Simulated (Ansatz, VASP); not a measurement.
# Two plane-wave programs on BeSe4

```
Be Se
1.0
     5.36733    0.00000    0.00000
     0.00000    5.36733    0.00000
     0.00000    0.00000    4.01821
Be Se
1 4
Direct
  0.50000 0.50000 0.50000
  0.00000 0.00000 0.50000
  0.00000 0.50000 0.00000
  0.50000 0.00000 0.00000
  0.50000 0.50000 0.00000
```

The cell was built by a generator and needn't be a form met in nature.

Alike in both runs: task single point; functional PBE; k mesh 8 × 8 × 10; occupations gaussian, width 0.1 eV; no spin polarisation.

|  | VASP | Ansatz |
| --- | --- | --- |
| version | VASP 6.6.1 | Ansatz 0.2.0 |
| potentials or method | VASP PAW PBE potentials, release 64 (Be, Se) | scalar-relativistic, plane waves, PAW |
| plane-wave cutoff (eV) | 520 | 420 |
| valence electrons in the cell | 26 | 66 |

```tsv
	VASP	Ansatz	Ansatz less VASP
gap on the k mesh at the Fermi level (eV)	none	none	-
pressure (GPa)	0.1	0.0	-0.06
```

A gap of «none» marks a metal or a gap that the smearing closes. The two sets of potentials don't hold the same shells in valence.
